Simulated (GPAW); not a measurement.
# LiCl (Fm-3m) in GPAW: convergence with density grid spacing (A)

Aim: find how far density grid spacing (A) must go before the results for LiCl settle, at r2SCAN. This setting moves, with any that are tied to it; all else stays.

Everything below comes from runs of GPAW 26.7.0. Logs are shortened: lines on timing, memory, paths and dates and some standing lists are left out, and cuts for length are marked. The log counts tension as positive stress, the text compression.

**1. The structure**

Symmetry: Fm-3m, No. 225, cubic system. The conventional cell has a = 5.130 Å, b = 5.130 Å, c = 5.130 Å, α = 90.00°, β = 90.00°, γ = 90.00°. Around Cl (site symmetry m-3m) lie 6 Li at 2.56 Å. Around Li (site symmetry m-3m) lie 6 Cl at 2.56 Å.

**2. With density grid spacing (A) 0.24**

Contents of run.py:

```python
from ase.dft.bandgap import bandgap
from ase.io import read, write
from ase.units import GPa
from gpaw import GPAW, PW

atoms = read('LiCl.xyz')

calc = GPAW(mode=PW(800),
            h=0.24,
            xc='MGGA_X_R2SCAN+MGGA_C_R2SCAN',
            kpts={'size': (9, 9, 9), 'gamma': True},
            occupations={'name': 'fermi-dirac', 'width': 0.05},
            nbands=11,
            convergence={'density': 1e-05, 'energy': 1e-05},
            maxiter=100,
            txt='gpaw.txt')
atoms.calc = calc
energy = atoms.get_potential_energy()
forces = atoms.get_forces()
stress = atoms.get_stress()
calc.write('gs.gpw')
write('result.traj', atoms)
print(f'Energy: {energy:.6f} eV')
print('Forces (eV/A):')
print(forces.round(4))
print('Stress (GPa):', (stress / GPa).round(3))
print('Fermi level:', round(calc.get_fermi_level(), 4), 'eV')
print(f'Gap: {bandgap(calc)[0]:.4f} eV, direct: {bandgap(calc, direct=True)[0]:.4f} eV')
```

Contents of LiCl.xyz:

```xyz
2
Lattice="0.0000000000 2.5647700000 2.5647700000 2.5647700000 0.0000000000 2.5647700000 2.5647700000 2.5647700000 0.0000000000" Properties=species:S:1:pos:R:3 pbc="T T T"
Cl     2.5647700000      2.5647700000      2.5647700000
Li     0.0000000000      0.0000000000      0.0000000000
```

Potentials or basis: GPAW PAW data sets (gpaw-data 1.2.1), pw.

Run with:

```
$ OMP_NUM_THREADS=1 python run.py
```

gpaw.txt:

```text
__  _  _
 | _ |_)|_||  |
 |__||  | ||/\| - 26.7.0

Input parameters:
  mode=PW(ecut=800.0),
  convergence={'density': 1e-05, 'energy': 1e-05},
  h=0.24,
  kpts=MonkhorstPack(size=(9, 9, 9), gamma=True),
  maxiter=100,
  nbands=11,
  occupations=Occupations(name='fermi-dirac', width=0.05),
  xc=XC(name='MGGA_X_R2SCAN+MGGA_C_R2SCAN')

Diagonalizing LCAO Hamiltonian
Converting LCAO to pw mode

               Cl

       Li

Atoms  # Å, Bohr magnetons
|   | symbol |        x |        y |        z |    initial magnetic moments |
|---|--------|----------|----------|----------|-----------------------------|
| 0 |     Cl | 2.564770 | 2.564770 | 2.564770 | ( 0.0000,  0.0000,  0.0000) |
| 1 |     Li | 0.000000 | 0.000000 | 0.000000 | ( 0.0000,  0.0000,  0.0000) |

Unit cell  # Å
| periodic |        x |        y |        z |  lengths |    angles |
|----------|----------|----------|----------|----------|-----------|
|      yes | 0.000000 | 2.564770 | 2.564770 | 3.627133 | 60.000000 |
|      yes | 2.564770 | 0.000000 | 2.564770 | 3.627133 | 60.000000 |
|      yes | 2.564770 | 2.564770 | 0.000000 | 3.627133 | 60.000000 |

Number of symmetries: 48
Symmetry operations  # r_c * U_cc + t_c -> r_c
|    | kind |            matrix            |
|----|------|------------------------------|
|  0 |  σ   |  1, 0, 0,  1, 0,-1,  1,-1, 0 |
|  1 |  C2  |  1, 0, 0,  1,-1, 0,  1, 0,-1 |
|  2 |  E   |  1, 0, 0,  0, 1, 0,  0, 0, 1 |
|  3 |  σ   |  1, 0, 0,  0, 0, 1,  0, 1, 0 |
|  4 |  C4  |  1, 0,-1,  1, 0, 0,  1,-1, 0 |
|  5 |  S6  |  1, 0,-1,  1,-1, 0,  1, 0, 0 |
|  6 |  σ   |  1, 0,-1,  0, 1,-1,  0, 0,-1 |
|  7 |  C3  |  1, 0,-1,  0, 0,-1,  0, 1,-1 |
|  8 |  S6  |  1,-1, 0,  1, 0, 0,  1, 0,-1 |
|  9 |  C4  |  1,-1, 0,  1, 0,-1,  1, 0, 0 |
| 10 |  C3  |  1,-1, 0,  0,-1, 1,  0,-1, 0 |
| 11 |  σ   |  1,-1, 0,  0,-1, 0,  0,-1, 1 |
| 12 |  σ   |  0, 1, 0,  1, 0, 0,  0, 0, 1 |
| 13 |  C4  |  0, 1, 0,  0, 1,-1, -1, 1, 0 |
| 14 |  C3  |  0, 1, 0,  0, 0, 1,  1, 0, 0 |
| 15 |  S6  |  0, 1, 0, -1, 1, 0,  0, 1,-1 |
| 16 |  C2  |  0, 1,-1,  1, 0,-1,  0, 0,-1 |
| 17 |  σ   |  0, 1,-1,  0, 1, 0, -1, 1, 0 |
| 18 |  S4  |  0, 1,-1,  0, 0,-1,  1, 0,-1 |
| 19 |  C4  |  0, 1,-1, -1, 1, 0,  0, 1, 0 |
| 20 |  C3  |  0, 0, 1,  1, 0, 0,  0, 1, 0 |
| 21 |  σ   |  0, 0, 1,  0, 1, 0,  1, 0, 0 |
| 22 |  S6  |  0, 0, 1,  0,-1, 1, -1, 0, 1 |
| 23 |  C4  |  0, 0, 1, -1, 0, 1,  0,-1, 1 |
| 24 |  S4  |  0, 0,-1,  1, 0,-1,  0, 1,-1 |
| 25 |  C3  |  0, 0,-1,  0, 1,-1,  1, 0,-1 |
| 26 |  C2  |  0, 0,-1,  0,-1, 0, -1, 0, 0 |
| 27 |  S6  |  0, 0,-1, -1, 0, 0,  0,-1, 0 |
| 28 |  S4  |  0,-1, 1,  1,-1, 0,  0,-1, 0 |
| 29 |  C4  |  0,-1, 1,  0, 0, 1, -1, 0, 1 |
| 30 |  C2  |  0,-1, 1,  0,-1, 0,  1,-1, 0 |
| 31 |  σ   |  0,-1, 1, -1, 0, 1,  0, 0, 1 |
| 32 |  C3  |  0,-1, 0,  1,-1, 0,  0,-1, 1 |
| 33 |  S6  |  0,-1, 0,  0, 0,-1, -1, 0, 0 |
| 34 |  S4  |  0,-1, 0,  0,-1, 1,  1,-1, 0 |
| 35 |  C2  |  0,-1, 0, -1, 0, 0,  0, 0,-1 |
| 36 |  C2  | -1, 1, 0,  0, 1, 0,  0, 1,-1 |
| 37 |  S6  | -1, 1, 0,  0, 1,-1,  0, 1, 0 |
| 38 |  S4  | -1, 1, 0, -1, 0, 1, -1, 0, 0 |
| 39 |  C3  | -1, 1, 0, -1, 0, 0, -1, 0, 1 |
| 40 |  S6  | -1, 0, 1,  0, 0, 1,  0,-1, 1 |
| 41 |  C2  | -1, 0, 1,  0,-1, 1,  0, 0, 1 |
| 42 |  C3  | -1, 0, 1, -1, 1, 0, -1, 0, 0 |
| 43 |  S4  | -1, 0, 1, -1, 0, 0, -1, 1, 0 |
| 44 |  C2  | -1, 0, 0,  0, 0,-1,  0,-1, 0 |
| 45 |  i   | -1, 0, 0,  0,-1, 0,  0, 0,-1 |
| 46 |  σ   | -1, 0, 0, -1, 1, 0, -1, 0, 1 |
| 47 |  C2  | -1, 0, 0, -1, 0, 1, -1, 1, 0 |

BZ-sampling:
  Number of BZ points: 729
  Number of IBZ points: 35

  Monkhorst-Pack size: [9, 9, 9]
  Monkhorst-Pack shift: [0, 0, 0]

K-points  # in reciprocal-cell coordinates
|     |                                coordinates |     weight |
|-----|--------------------------------------------|------------|
|   0 | (  0.00000000,   0.00000000,   0.00000000) | 0.00137174 |
|   1 | (  0.11111111,   0.11111111,   0.00000000) | 0.00823045 |
|   2 | (  0.11111111,   0.11111111,   0.11111111) | 0.01097394 |
|   3 | (  0.22222222,   0.11111111,   0.11111111) | 0.01646091 |
|   4 | (  0.22222222,   0.22222222,   0.00000000) | 0.00823045 |
|   5 | (  0.22222222,   0.22222222,   0.11111111) | 0.03292181 |
|   6 | (  0.22222222,   0.22222222,   0.22222222) | 0.01097394 |
|   7 | (  0.33333333,   0.22222222,   0.11111111) | 0.03292181 |
|   8 | (  0.33333333,   0.22222222,   0.22222222) | 0.03292181 |
|   9 | (  0.33333333,   0.33333333,  -0.33333333) | 0.01646091 |
| ... |                                            |            |
|  34 | (  0.44444444,   0.44444444,   0.44444444) | 0.01097394 |

Plane wave coefficients: 1759
Cutoff: 800.0 eV

Spin-components: 1 (collinear spins)
Bands:           11
Projectors:      8
Spin-degeneracy: 2
Datatype:        complex128

Parallelization:
  kpt:    1
  domain: 1
  band:   1

Density:
  Valence electrons: 8.0
  Components: 1
  Grid points: [16 16 16]
  Charge: 0.0  # |e|

Potential:
  Grid points: [16 16 16]

species:
  Cl:
    name:    Chlorine
    Z:       17.0
    valence: 7
    core:    10
    charge:  0.0  # [|e|]
    compensation charges:
      type: gauss
      rc: 0.25  # [Å]
      lmax: 2
    cutoffs:
      filter: 1.40  # [Å]
      core: 1.49  # [Å]
    projectors
    | kind |    occ | energy [eV] | rcut [Å] |
    |------|--------|-------------|----------|
    |   3s |  2.000 |     -20.689 |    0.794 |
    |   3p |  5.000 |      -8.594 |    0.794 |
    |    s |        |       6.523 |    0.794 |
    |    p |        |      18.617 |    0.794 |
    |    d |        |       0.000 |    0.794 |

    Using partial waves for Cl as LCAO basis

  Li:
    name:    Lithium
    Z:       3.0
    valence: 1
    core:    2
    charge:  0.0  # [|e|]
    compensation charges:
      type: gauss
      rc: 0.33  # [Å]
      lmax: 2
    cutoffs:
      filter: 1.91  # [Å]
      core: 2.55  # [Å]
    projectors
    | kind |    occ | energy [eV] | rcut [Å] |
    |------|--------|-------------|----------|
    |   2s |  1.000 |      -2.874 |    1.058 |
    |   2p |  0.000 |      -1.090 |    1.058 |
    |    s |        |      24.337 |    1.058 |

    Using partial waves for Li as LCAO basis

Reference energy: -12757.737216  # eV

eigensolver:
  PPCG
  Converge bands: occupied
  niter=2

density mixing:
  MSR1-Mixer
  Pratt-step length: 0.05
  Maximum mixing coefficient: 0.75
  Old densities: 10
  SVD Regularization: 0.005
  Good broyden scale: 1.0
  Trust region scale: 1.0
  Backstep threshold: 4.0
  History deletion threshold: 6.0
  Fourier metric: weight=20.0, sigma=0.015

occupation numbers:
  Fermi-Dirac:
    width: 0.0500  # eV

poisson solver:
  ecut: 6400.0  # eV

xc functional:
  name: MGGA_X_R2SCAN+MGGA_C_R2SCAN with 2 nearest neighbor stencil

convergence criteria:
- Maximum integral of absolute [dens]ity change: 1e-05 electrons / valence electron
- Maximum [total energy] change in last 3 cyles: 1e-05 eV / valence electron
- Maximum integral of absolute [eigenst]ate change: 4e-08 eV^2 / valence electron
maximum number of iterations: 100

SCF iterations
|iter     | |      energy | eigst |  dens |
|---------|-|-------------|-------|-------|
|iter:   1| |  -14.035451 | -0.62 |       |
|iter:   2| |  -12.271037 | -1.42 | -1.26 |
|iter:   3| |-9156.200366 | +2.98 | -1.23 |
|iter:   4| |   -7.003266 | +2.12 | +1.08 |
|iter:   5| |  -12.206115 | +0.87 | -0.58 |
|iter:   6| |  -12.298141 | -1.38 | -1.35 |
|iter:   7| |  -12.298721 | -2.92 | -2.15 |
|iter:   8| |  -12.298619 | -3.84 | -2.42 |
|iter:   9| |  -12.298616 | -5.30 | -3.08 |
|iter:  10| |  -12.298603c| -6.23 | -3.26 |
|iter:  11| |  -12.298603c| -7.79c| -3.71 |
|iter:  12| |  -12.298604c| -7.40c| -3.85 |
|iter:  13| |  -12.298604c| -8.09c| -4.35 |
|iter:  14| |  -12.298604c| -8.86c| -5.37c|

Converged in 14 steps
Energy contributions relative to reference atoms: (reference = -12757.737216)

Energy contributions:
  Kinetic:           3.219377
  Coulomb:          -3.580454
  Zero:             -0.014509
  External:          0.000000
  Xc:              -11.923018
  Entropy:           0.000000
  Spinorbit:         0.000000
  ----------------------------
  Free energy:     -12.298604
  Extrapolated:    -12.298604

dipole moment: (-2.953392, -2.953392, -2.953392)  # |e|*Ang

Fermi level: 5.186
Eigenvalues  # (at kpt = [0.000, 0.000, 0.000])
| band index |      eig [eV] | occ [0-2] |
|------------|---------------|-----------|
|          0 |       -13.616 |     2.000 |
|          1 |         0.375 |     2.000 |
|          2 |         0.375 |     2.000 |
|          3 |         0.376 |     2.000 |
|          4 |         7.599 |     0.000 |
|          5 |        12.905 |     0.000 |
|          6 |        12.905 |     0.000 |
|          7 |        12.905 |     0.000 |
|          8 |        16.224 |     0.000 |
|          9 |        16.255 |     0.000 |
|         10 |        16.255 |     0.000 |

Gap: 7.223 eV
Transition (v -> c):
  (s=0, k=0, n=3, [0.00, 0.00, 0.00]) -> (s=0, k=0, n=4, [0.00, 0.00, 0.00])
No difference between direct/indirect transitions

Forces  # eV/Ang
|        x |        y |        z |
|----------|----------|----------|
| -0.00000 |  0.00000 |  0.00000 |  # Cl   0
|  0.00000 | -0.00000 | -0.00000 |  # Li   1

Stress tensor  # eV/Ang^3
|        x |        y |        z |
|----------|----------|----------|
| 0.000840 | 0.000000 | 0.000000 |
| 0.000000 | 0.000840 | 0.000000 |
| 0.000000 | 0.000000 | 0.000840 |

# Writing to gs.gpw (mode='')
```

stdout:

```text
Energy: -12.298604 eV
Forces (eV/A):
[[-0.  0.  0.]
 [ 0. -0. -0.]]
Stress (GPa): [0.135 0.135 0.135 0.    0.    0.   ]
Fermi level: 5.186 eV
Gap: 7.2231 eV, direct: 7.2231 eV
```

It took 20 s on 1 thread of Arm Neoverse V1, shared host; peak memory 0.18 GiB.

Results:

| Property | Result |
| --- | --- |
| Free energy | -12.2986 eV |
| Pressure | -0.1 GPa |
| Band gap on the k mesh | 7.22 eV, direct |

**3. With density grid spacing (A) 0.2**

Edit run.py of step 2 so:

```diff
@@ -8,3 +8,3 @@
 calc = GPAW(mode=PW(800),
-            h=0.24,
+            h=0.2,
             xc='MGGA_X_R2SCAN+MGGA_C_R2SCAN',
```

LiCl.xyz is that of step 2.

Potentials or basis: GPAW PAW data sets (gpaw-data 1.2.1), pw.

Run with:

```
$ OMP_NUM_THREADS=1 python run.py
```

Run time: 31 s. Hardware: 1 thread of Arm Neoverse V1, shared host; peak memory 0.18 GiB.

What came out:

```
Free energy            : -12.3086 eV
Pressure               : 0.1 GPa
Band gap on the k mesh : 7.23 eV, direct
```

**4. With density grid spacing (A) 0.17**

Edit run.py of step 3 so:

```diff
@@ -8,3 +8,3 @@
 calc = GPAW(mode=PW(800),
-            h=0.2,
+            h=0.17,
             xc='MGGA_X_R2SCAN+MGGA_C_R2SCAN',
```

LiCl.xyz is that of step 3.

Run with:

```
$ OMP_NUM_THREADS=1 python run.py
```

Run time: 59 s. Hardware: 1 thread of Arm Neoverse V1, shared host; peak memory 0.19 GiB.

Results:

```
Free energy            : -12.3082 eV
Pressure               : 0.0 GPa
Band gap on the k mesh : 7.23 eV, direct
```

**5. With density grid spacing (A) 0.15**

Edit run.py of step 4 so:

```diff
@@ -8,3 +8,3 @@
 calc = GPAW(mode=PW(800),
-            h=0.17,
+            h=0.15,
             xc='MGGA_X_R2SCAN+MGGA_C_R2SCAN',
```

LiCl.xyz is that of step 4.

Run with:

```
$ OMP_NUM_THREADS=1 python run.py
```

Run time: 54 s. Hardware: 1 thread of Arm Neoverse V1, shared host; peak memory 0.19 GiB.

Results (log left out):

| Quantity | Value |
| --- | --- |
| Free energy | -12.3081 eV |
| Pressure | 0.0 GPa |
| Band gap on the k mesh | 7.23 eV, direct |

**6. With density grid spacing (A) 0.13**

Edit run.py of step 5 so:

```diff
@@ -8,3 +8,3 @@
 calc = GPAW(mode=PW(800),
-            h=0.15,
+            h=0.13,
             xc='MGGA_X_R2SCAN+MGGA_C_R2SCAN',
```

LiCl.xyz is that of step 5.

Potentials or basis: GPAW PAW data sets (gpaw-data 1.2.1), pw.

Run with:

```
$ OMP_NUM_THREADS=1 python run.py
```

Wall time 95 s (1 thread of Arm Neoverse V1, shared host); peak memory 0.2 GiB.

It converged, with:

```
Free energy            : -12.3081 eV
Pressure               : 0.0 GPa
Band gap on the k mesh : 7.23 eV, direct
```

**7. With density grid spacing (A) 0.11**

Edit run.py of step 6 so:

```diff
@@ -8,3 +8,3 @@
 calc = GPAW(mode=PW(800),
-            h=0.13,
+            h=0.11,
             xc='MGGA_X_R2SCAN+MGGA_C_R2SCAN',
```

LiCl.xyz is that of step 6.

Run with:

```
$ OMP_NUM_THREADS=1 python run.py
```

Run time: 3.2 min. Hardware: 1 thread of Arm Neoverse V1, shared host; peak memory 0.24 GiB.

Results (log left out):

| Property | Result |
| --- | --- |
| Free energy | -12.3081 eV |
| Pressure | 0.0 GPa |
| Band gap on the k mesh | 7.23 eV, direct |

**8. With density grid spacing (A) 0.09**

Edit run.py of step 7 so:

```diff
@@ -8,3 +8,3 @@
 calc = GPAW(mode=PW(800),
-            h=0.11,
+            h=0.09,
             xc='MGGA_X_R2SCAN+MGGA_C_R2SCAN',
```

LiCl.xyz is that of step 7.

Run with:

```
$ OMP_NUM_THREADS=1 python run.py
```

Run time: 5.6 min. Hardware: 1 thread of Arm Neoverse V1, shared host; peak memory 0.3 GiB.

Results (log left out):

- Free energy: -12.3081 eV
- Pressure: 0.0 GPa
- Band gap on the k mesh: 7.23 eV, direct

**9. Result**

```tsv
density grid spacing (A)	energy less the tightest run, at zero smearing (meV/atom)	pressure (GPa)	gap on the mesh (eV)	SCF cycles	CPU time (s)	peak memory (GiB)
0.24	4.76	-0.13	7.223	14	20	0.18
0.2	-0.25	0.07	7.228	16	31	0.18
0.17	-0.02	0.05	7.226	14	59	0.19
0.15	-0.01	0.05	7.226	14	54	0.19
0.13	-0.01	0.05	7.226	14	95	0.2
0.11	0.00	0.05	7.226	14	190	0.24
0.09	0.00	0.05	7.226	16	330	0.3
```

Against the tightest run, the energy stays within 1 meV/atom from 0.2 on; the pressure stays within 0.1 GPa from 0.2 on; the gap on the mesh stays within 0.01 eV from 0.24 on. The tightest run that finished is the yardstick and may itself not be fully converged.

Caveats: the PAW data sets were made with another functional, which shifts forces and pressure a little; an odd mesh through Γ misses points on the zone boundary, where band edges often lie.
